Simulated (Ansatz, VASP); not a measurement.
This is a calculation of Zr for Ansatz 0.2.0.

File input.yaml:

```yaml
crystal:
  lattice:
    - [0.0, 2.255, 2.255]
    - [2.255, 0.0, 2.255]
    - [2.255, 2.255, 0.0]
  atoms:
    - { symbol: Zr, position: [0.0, 0.0, 0.0], spin: -0.45 }
kpoints:
  mp_grid: { grid: [10, 10, 10] }
scf:
  occupations: { method: gaussian, width: 0.1 }
hamiltonian:
  xc: pbesol
  pseudopotentials: { kind: all_electron, lapw: { basis_error: 0.0005 } }
magnetization:
  spin_polarized: true
output:
  forces: true
  stress: true
relax:
  f_tol: 0.005
  max_steps: 60
  cell: {}
```

Potentials or basis: all-electron LAPW, scalar-relativistic.

Launch:

```bash
$ ansatz run input.yaml --threads 1 --pin off --max-ram 2560MiB --backend cpu --events-out ev --progress --plain --runs-dir out
```

Task: Set up the same calculation for VASP 6.6.1. Potentials there: VASP PAW PBE potentials, release 64 (Zr_sv).

Result: As run (the cutoff follows the program's own potentials):

File INCAR:

```
ALGO     = Normal         # electronic algorithm
EDIFF    = 1E-6           # SCF threshold, eV
EDIFFG   = -0.005         # ionic threshold
ENCUT    = 600            # plane-wave cutoff, eV
GGA      = PS             # functional
IBRION   = 2              # ionic algorithm
ISIF     = 3              # what is computed and relaxed
ISMEAR   = 0              # smearing method
ISPIN    = 2              # spin polarisation
LASPH    = True           # aspherical terms in the spheres
LCHARG   = False          # write CHGCAR
LMAXMIX  = 4              # l up to which the mixer works
LORBIT   = 11             # projections on sites
LREAL    = False          # projectors in reciprocal space
LWAVE    = False          # write WAVECAR
MAGMOM   = -0.45          # initial moments
NELM     = 150            # most SCF steps
NSW      = 80             # ionic steps
PREC     = Accurate       # precision mode
SIGMA    = 0.1            # smearing width, eV
```

The input KPOINTS:

```
k-points
0
Gamma
  10 10 10
```

Contents of POSCAR:

```
Zr
1.0
    0.0000000000      2.2550000000      2.2550000000
    2.2550000000      0.0000000000      2.2550000000
    2.2550000000      2.2550000000      0.0000000000
Zr
1
Direct
    0.0000000000      0.0000000000      0.0000000000
```

Potentials or basis: VASP PAW PBE potentials, release 64 (Zr_sv).

The run is started by

```console
$ cat potpaw_PBE.64/Zr_sv/POTCAR > POTCAR
$ mpirun -np 1 vasp_std > vasp.out
```

Both were run:

|  | VASP | Ansatz | Ansatz less VASP |
| --- | --- | --- | --- |
| net moment per atom (μB) | 0.00 | 0.00 | 0.000 |
| relaxed volume (Å³/atom) | 22.29 | 22.27 | -0.017 |
| relaxed cell length with the largest relative difference (Å) | 3.159 | 3.158 | -0.0008 |
| energy change over the relaxation (meV/atom) | -5 | -6 | -0.2 |

Ansatz ran all-electron here, so the differences hold the error of VASP's frozen core and of both bases.

Caveats: the PAW data sets were made with another functional, which shifts forces and pressure a little (VASP); the starting moments weren't kept (Ansatz).
